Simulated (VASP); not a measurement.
# Ge (Cmcm) in VASP: notebook

One crystal, Ge, is run at these levels: PBE; tasks: single point.

Everything below comes from runs of VASP 6.6.1. Logs are shortened: lines on timing, memory, paths and dates and some standing lists are left out, and cuts for length are marked.

## 1. The crystal as given

The structure is orthorhombic, space group Cmcm (No. 63). Conventional cell: a = 2.976 Å, b = 5.189 Å, c = 4.728 Å, α = 90.00°, β = 90.00°, γ = 90.00°. Around Ge (site symmetry m2m) lie 12 Ge at 2.92 to 2.99 Å.

This isn't the form of Ge at room conditions, which is diamond.

## 2. Single point, PBE

The input, INCAR:

```
SYSTEM = Ge
  PREC = Accurate
  ENCUT = 450
  EDIFF = 1E-6
  ISMEAR = 0
  SIGMA = 0.02
  LREAL = .False.
  LASPH = .True.
  NELM = 80
  ALGO = Fast
  ISIF = 2
  LWAVE = .False.
  LCHARG = .True.
  GGA = PE
  LELF = .True.
  LVHAR = .True.
  NBANDS = 21
```

The input, KPOINTS:

```
regular mesh
0
Gamma
  4 4 2
  0 0 0
```

The input, POSCAR:

```
Ge
1.0
    1.4880529250     -2.5946896100      0.0000000000
    1.4880529250      2.5946896100      0.0000000000
    0.0000000000      0.0000000000      4.7275957900
Ge
2
Direct
    0.3334466300      0.6665533700      0.2500000000
    0.6665533700      0.3334466300      0.7500000000
```

Potentials or basis: VASP PAW PBE potentials, release 64 (Ge_d_GW).

Started as:

```
$ cat potpaw_PBE.64/Ge_d_GW/POTCAR > POTCAR
$ mpirun -np 1 vasp_std > vasp.out
```

OUTCAR:

```text
SYSTEM = Ge
   PREC = Accurate
   ENCUT = 450
   EDIFF = 1E-6
   ISMEAR = 0
   LREAL = .False.
   LASPH = .True.
   NELM = 80
   ISIF = 2
   GGA = PE

 ion  position               nearest neighbor table
   1  0.333  0.667  0.250-   2 2.92   2 2.92   2 2.92   2 2.92   2 2.93   2 2.93
   2  0.667  0.333  0.750-   1 2.92   1 2.92   1 2.92   1 2.92   1 2.93   1 2.93

  LATTYP: Found a base centered orthorhombic cell.
 ALAT       =     2.9761058500
 B/A-ratio  =     1.7436809984
 C/A-ratio  =     1.5885173540

  Lattice vectors:

 A1 = (   1.4880529250,  -2.5946896100,   0.0000000000)
 A2 = (   1.4880529250,   2.5946896100,   0.0000000000)
 A3 = (   0.0000000000,   0.0000000000,   4.7275957900)

Analysis of symmetry for initial positions (statically):
=====================================================================
 Subroutine PRICEL returns:
 Original cell was already a primitive cell.

 Routine SETGRP: Setting up the symmetry group for a
 base centered orthorhombic supercell.

 Subroutine GETGRP returns: Found  8 space group operations
 (whereof  4 operations were pure point group operations)
 out of a pool of  8 trial point group operations.

The static configuration has the point symmetry C_2h.
 The point group associated with its full space group is D_2h.

Analysis of symmetry for dynamics (positions and initial velocities):
=====================================================================
 Subroutine PRICEL returns:
 Original cell was already a primitive cell.

 Routine SETGRP: Setting up the symmetry group for a
 base centered orthorhombic supercell.

 Subroutine GETGRP returns: Found  8 space group operations
 (whereof  4 operations were pure point group operations)
 out of a pool of  8 trial point group operations.

The dynamic configuration has the point symmetry C_2h.
 The point group associated with its full space group is D_2h.

 Subroutine INISYM returns: Found  8 space group operations
 (whereof  4 operations are pure point group operations),
 and found     1 'primitive' translations

----------------------------------------------------------------------------------------

                                     Primitive cell

  volume of cell :      36.5068

  direct lattice vectors                    reciprocal lattice vectors
     1.488052925 -2.594689610  0.000000000     0.336009554 -0.192701277  0.000000000
     1.488052925  2.594689610  0.000000000     0.336009554  0.192701277  0.000000000
     0.000000000  0.000000000  4.727595790     0.000000000  0.000000000  0.211524006

[... 71 lines left out ...]
   NELM   =     80;   NELMIN=  2; NELMDL= -5     # of ELM steps
   EDIFF  = 0.1E-05   stopping-criterion for ELM
   LREAL  =      F    real-space projection
   EDIFFG = 0.1E-04   stopping-criterion for IOM
   NSW    =      0    number of steps for IOM
   IBRION =     -1    ionic relax: 0-MD 1-quasi-New 2-CG
   NFREE  =      0    steps in history (QN), initial steepest desc. (CG)
   ISIF   =      2    stress and relaxation
   ISYM   =      2    0-nonsym 1-usesym 2-fastsym
   POTIM  = 0.5000    time-step for ionic-motion
   TEBEG  =    0.0;   TEEND  =   0.0 temperature during run
   PSTRESS=    0.0 pullay stress
   NELECT =      28.0000    total number of electrons
   NUPDOWN=      -1.0000    fix difference up-down
   EMIN   =  10.00;   EMAX   =-10.00  energy-range for DOS
   EFERMI =   0.00;   METHOD = LEGACY
   ISMEAR =     0;   SIGMA  =   0.02  broadening in eV -4-tet -1-fermi 0-gaus
   EFERMI_NEDOS =   21; number of points for ismear=-14 and -15
   IALGO  =     68    algorithm
   IMIX   =      4    mixing-type and parameters
     AMIX     =   0.40;   BMIX     =  1.00
     AMIX_MAG =   1.60;   BMIX_MAG =  1.00
  volume/ion in A,a.u.               =      18.25       123.18
  Fermi-wavevector in a.u.,A,eV,Ry     =   1.498544  2.831837 30.553703  2.245634
  Thomas-Fermi vector in A             =   2.610289
   LORBIT       =      0    0 simple, 1 ext, 2 COOP (PROOUT), +10 PAW based schemes
   GGA     = PE    functional components
   LHFCALC =     F    Hartree Fock is set to
   AEXX    =    0.0000 exact exchange contribution
   IVDW    =     0    specifies the selected vdW correction
   LEPSILON=     F    determine dielectric tensor
   LRPA    =     F    only Hartree local field effects (RPA)
 non-spin polarized calculation
 RMM-DIIS sequential band-by-band and
 Gauss-broadening in eV      SIGMA  =   0.02
  energy-cutoff  :      450.00
  volume of cell :       36.51
 maximum number of plane-waves:       808
 NGX is ok and might be reduce to    24
   NGX = 11   NGY = 11   NGZ = 17

 number of electron      28.0000013 magnetization

 Free energy of the ion-electron system (eV)
  ---------------------------------------------------
  ext. energy  EPLUGINS =         0.00000000
  ---------------------------------------------------
  free energy    TOTEN  =        -8.41995201 eV

  energy without entropy =       -8.41911781  energy(sigma->0) =       -8.41953491

 E-fermi :   3.9853     XC(G=0): -11.5166

 val. band max:        3.9599717556   @ k =   0.2500   0.2500   0.5000
 cond. band min:       4.0021736656   @ k =  -0.2500   0.2500   0.0000
 fundamental gap:      0.0422019100
 Fermi energy:         3.9853340123

 k-point     1 :       0.0000    0.0000    0.0000
  band No.  band energies     occupation
      1     -20.3231      2.00000
      2     -20.3113      2.00000
      3     -20.3029      2.00000
      4     -20.2992      2.00000
      5     -20.2939      2.00000
      6     -20.2906      2.00000
[... 325 lines left out ...]
     20      13.2433      0.00000
     21      14.5433      0.00000

------------------------ aborting loop because EDIFF is reached ----------------------------------------

  FORCE on cell =-STRESS in cart. coord.  units (eV):
  Direction    XX          YY          ZZ          XY          YZ          ZX
  --------------------------------------------------------------------------------------
  -------------------------------------------------------------------------------------
  Total       -0.1644182     -0.3453228      0.3804819      0.0000000      0.0000000      0.0000000
  in kB       -7.2158304    -15.1552032     16.6982289      0.0000000      0.0000000      0.0000000
  external PRESSURE =      -1.8909349 kB  Pullay stress =       0.0000000 kB

 VOLUME and BASIS-vectors are now :
 -----------------------------------------------------------------------------
  energy-cutoff  :      450.00
  volume of cell :       36.51
      direct lattice vectors                 reciprocal lattice vectors
     1.488052925 -2.594689610  0.000000000     0.336009554 -0.192701277  0.000000000
     1.488052925  2.594689610  0.000000000     0.336009554  0.192701277  0.000000000
     0.000000000  0.000000000  4.727595790     0.000000000  0.000000000  0.211524006

 POSITION                                       TOTAL-FORCE (eV/Angst)
 -----------------------------------------------------------------------------------
      1.48805      0.86431      1.18190         0.000000     -0.003847      0.000000
      1.48805     -0.86431      3.54570         0.000000      0.003847      0.000000
 -----------------------------------------------------------------------------------
    total drift:                                0.000000     -0.000000      0.000000

  FREE ENERGIE OF THE ION-ELECTRON SYSTEM (eV)
  ---------------------------------------------------
  free  energy   TOTEN  =        -8.4199520118 eV

  energy  without entropy=       -8.4191178072  energy(sigma->0) =       -8.41953491
```

OSZICAR:

```text
N       E                     dE             d eps       ncg     rms          rms(c)
DAV:   1     0.223209913055E+03    0.22321E+03   -0.13856E+04   642   0.373E+03
DAV:   2     0.317163054847E+02   -0.19149E+03   -0.18596E+03   626   0.626E+02
DAV:   3    -0.460150482578E+01   -0.36318E+02   -0.36060E+02   698   0.172E+02
DAV:   4    -0.837689191913E+01   -0.37754E+01   -0.37742E+01   878   0.684E+01
DAV:   5    -0.845861411850E+01   -0.81722E-01   -0.81721E-01   775   0.106E+01    0.342E+00
RMM:   6    -0.842912100969E+01    0.29493E-01   -0.59767E-02   735   0.399E+00    0.201E+00
RMM:   7    -0.841957903122E+01    0.95420E-02   -0.34730E-02   788   0.190E+00    0.142E-01
RMM:   8    -0.841958321432E+01   -0.41831E-05   -0.57997E-03   795   0.147E+00    0.695E-02
RMM:   9    -0.841994169862E+01   -0.35848E-03   -0.34871E-03   907   0.609E-01    0.482E-02
RMM:  10    -0.841994242163E+01   -0.72302E-06   -0.33942E-04   780   0.363E-01    0.442E-02
RMM:  11    -0.841994339941E+01   -0.97777E-06   -0.16012E-04   807   0.196E-01    0.252E-02
RMM:  12    -0.841995153009E+01   -0.81307E-05   -0.88584E-05   818   0.108E-01    0.277E-02
RMM:  13    -0.841995201179E+01   -0.48170E-06   -0.80076E-06   647   0.443E-02
   1 F= -.84199520E+01 E0= -.84195349E+01  d E =-.834205E-03
```

Run time: 30 s. Hardware: 1 thread of AMD EPYC, shared host; peak memory 0.11 GiB.

Results:

- Free energy: -8.4200 eV
- Pressure: -0.2 GPa
- Largest force: 0.004 eV/Å
- Band gap on the k mesh: none (metal or under the smearing width)

Forces in eV/Å, atoms in the order of the input:
```
Ge   0.000 -0.004  0.000
Ge   0.000  0.004  0.000
```

Stress tensor (GPa, compression positive):
```
-0.72  0.00  0.00
 0.00 -1.52  0.00
 0.00  0.00  1.67
```

Levels at points of the mesh, in eV from the Fermi level:
```
           k point  band 11  band 12  band 13  band 14  band 15  band 16  band 17  band 18
(0.00, 0.00, 0.00)   -12.88    -6.99    -5.05     7.09     7.20     9.18     9.30    10.57
(0.50, 0.00, 0.00)    -7.96    -6.62    -1.78    -0.76    -0.41     1.94     2.93     6.95
(0.50, 0.50, 0.00)    -8.03    -6.66    -1.82    -0.79    -0.47     1.90     3.08     7.09
(0.00, 0.00, 0.50)   -11.21   -11.21     2.37     2.37     8.23     8.23     8.34     8.34
(0.50, 0.00, 0.50)    -6.51    -6.51    -4.44    -4.44     4.59     4.59     5.55     5.55
(0.50, 0.50, 0.50)    -6.59    -6.59    -4.46    -4.46     4.75     4.75     5.58     5.58
```

Caveat: the k mesh is coarse (spacing up to 0.66 Å⁻¹), so the values aren't converged; the cutoff is under 1.25 times the usual one of these potentials, so pressure, stress and relaxed cells hold a basis-set (Pulay) error.

## 3. Single point, PBE

The input, INCAR:

```
SYSTEM = Ge
PREC     = Accurate       ! precision mode
ENCUT    = 500            ! plane-wave cutoff, eV
EDIFF    = 1E-7           ! SCF threshold, eV
ISMEAR   = 0              ! smearing method
SIGMA    = 0.02           ! smearing width, eV
LREAL    = .False.        ! projectors in reciprocal space
LASPH    = .True.         ! aspherical terms in the spheres
NELM     = 80             ! most SCF steps
ALGO     = Fast           ! electronic algorithm
ISIF     = 2              ! what is computed and relaxed
LWAVE    = .False.        ! write WAVECAR
LCHARG   = .False.        ! write CHGCAR
GGA      = PE             ! functional
NBANDS   = 21             ! bands
```

The input, KPOINTS:

```
regular mesh
0
Gamma
  5 5 3
  0 0 0
```

POSCAR is that of step 2.

Potentials or basis: VASP PAW PBE potentials, release 64 (Ge_d_GW).

Started as:

```
$ cat potpaw_PBE.64/Ge_d_GW/POTCAR > POTCAR
$ mpirun -np 1 vasp_std > vasp.out
```

OUTCAR:

```text
SYSTEM = Ge
   PREC = Accurate
   ENCUT = 500
   EDIFF = 1E-7
   ISMEAR = 0
   LREAL = .False.
   LASPH = .True.
   NELM = 80
   ISIF = 2
   GGA = PE

 ion  position               nearest neighbor table
   1  0.333  0.667  0.250-   2 2.92   2 2.92   2 2.92   2 2.92   2 2.93   2 2.93
   2  0.667  0.333  0.750-   1 2.92   1 2.92   1 2.92   1 2.92   1 2.93   1 2.93

  LATTYP: Found a base centered orthorhombic cell.
 ALAT       =     2.9761058500
 B/A-ratio  =     1.7436809984
 C/A-ratio  =     1.5885173540

  Lattice vectors:

[... 616 lines left out ...]

  FORCE on cell =-STRESS in cart. coord.  units (eV):
  Direction    XX          YY          ZZ          XY          YZ          ZX
  --------------------------------------------------------------------------------------
  -------------------------------------------------------------------------------------
  Total        0.2563486      0.3091085      2.2883727      0.0000000     -0.0000000      0.0000000
  in kB       11.2503869     13.5658619    100.4299424      0.0000000     -0.0000000      0.0000000
  external PRESSURE =      41.7487304 kB  Pullay stress =       0.0000000 kB

 VOLUME and BASIS-vectors are now :
 -----------------------------------------------------------------------------
  energy-cutoff  :      500.00
  volume of cell :       36.51
      direct lattice vectors                 reciprocal lattice vectors
     1.488052925 -2.594689610  0.000000000     0.336009554 -0.192701277  0.000000000
     1.488052925  2.594689610  0.000000000     0.336009554  0.192701277  0.000000000
     0.000000000  0.000000000  4.727595790     0.000000000  0.000000000  0.211524006

 POSITION                                       TOTAL-FORCE (eV/Angst)
 -----------------------------------------------------------------------------------
      1.48805      0.86431      1.18190         0.000000     -0.009822     -0.000000
      1.48805     -0.86431      3.54570         0.000000      0.009822      0.000000
 -----------------------------------------------------------------------------------
    total drift:                               -0.000000     -0.000000      0.000000

  FREE ENERGIE OF THE ION-ELECTRON SYSTEM (eV)
  ---------------------------------------------------
  free  energy   TOTEN  =        -8.2436670287 eV

  energy  without entropy=       -8.2417790901  energy(sigma->0) =       -8.24272306
```

OSZICAR:

```text
N       E                     dE             d eps       ncg     rms          rms(c)
DAV:   1     0.219868504698E+03    0.21987E+03   -0.14327E+04   859   0.454E+03
DAV:   2     0.358195653425E+02   -0.18405E+03   -0.17954E+03   781   0.705E+02
DAV:   3    -0.252835597883E+01   -0.38348E+02   -0.38026E+02   914   0.182E+02
DAV:   4    -0.812700536115E+01   -0.55986E+01   -0.55959E+01  1266   0.802E+01
DAV:   5    -0.826827063348E+01   -0.14127E+00   -0.14126E+00  1092   0.158E+01    0.400E+00
RMM:   6    -0.824818773066E+01    0.20083E-01   -0.51120E-02   959   0.398E+00    0.237E+00
RMM:   7    -0.824298132728E+01    0.52064E-02   -0.42608E-02  1109   0.204E+00    0.129E-01
RMM:   8    -0.824346145136E+01   -0.48012E-03   -0.87119E-03  1141   0.136E+00    0.140E-01
RMM:   9    -0.824362728282E+01   -0.16583E-03   -0.19232E-03  1172   0.533E-01    0.120E-01
RMM:  10    -0.824367870745E+01   -0.51425E-04   -0.64794E-04  1018   0.573E-01    0.177E-01
RMM:  11    -0.824364204438E+01    0.36663E-04   -0.26401E-04  1025   0.305E-01    0.828E-03
RMM:  12    -0.824366553445E+01   -0.23490E-04   -0.23211E-04  1191   0.164E-01    0.763E-03
RMM:  13    -0.824366717845E+01   -0.16440E-05   -0.15716E-05  1151   0.590E-02    0.398E-03
RMM:  14    -0.824366765818E+01   -0.47973E-06   -0.56185E-06  1073   0.296E-02    0.562E-03
RMM:  15    -0.824366767429E+01   -0.16104E-07   -0.13740E-06   950   0.189E-02    0.367E-03
RMM:  16    -0.824366710709E+01    0.56719E-06   -0.34793E-07   708   0.114E-02    0.112E-02
RMM:  17    -0.824366702874E+01    0.78352E-07   -0.26121E-07   713   0.104E-02
   1 F= -.82436670E+01 E0= -.82427231E+01  d E =-.188794E-02
```

stdout:

```text
POSCAR found type information on POSCAR Ge
 POSCAR found :  1 types and       2 ions
 scaLAPACK will be used
 LDA part: xc-table for (Slater+PW92), standard interpolation
 POSCAR, INCAR and KPOINTS ok, starting setup
 FFT: planning ... GRIDC
 FFT: planning ... GRID_SOFT
 FFT: planning ... GRID
 WAVECAR not read
 entering main loop
 num prob  num prob RMM:  16    -0.824366710709E+01    0.56719E-06   -0.34793E-07   708   0.114E-02    0.112E-02
 num prob  num prob  num prob RMM:  17    -0.824366702874E+01    0.78352E-07   -0.26121E-07   713   0.104E-02
```

Wall time 16 s (1 thread of Intel Xeon Platinum 8259CL at 2.50GHz (Skylake/Cascade Lake), shared host); peak memory 0.15 GiB.

What came out:

| Quantity | Value |
| --- | --- |
| Free energy | -8.2437 eV |
| Pressure | 4.2 GPa |
| Largest force | 0.010 eV/Å |
| Band gap on the k mesh | none (metal or under the smearing width) |

Forces in eV/Å, atoms in the order of the input:
```
Ge   0.000 -0.010  0.000
Ge   0.000  0.010  0.000
```

Levels at points of the mesh, in eV from the Fermi level:
```csv
k point,band 12,band 13,band 14,band 15,band 16,band 17
"(0.00, 0.00, 0.00)",-7.31,-5.36,6.78,6.90,8.85,8.97
```

Caveat: the k mesh is coarse (spacing up to 0.49 Å⁻¹), so the values aren't converged.
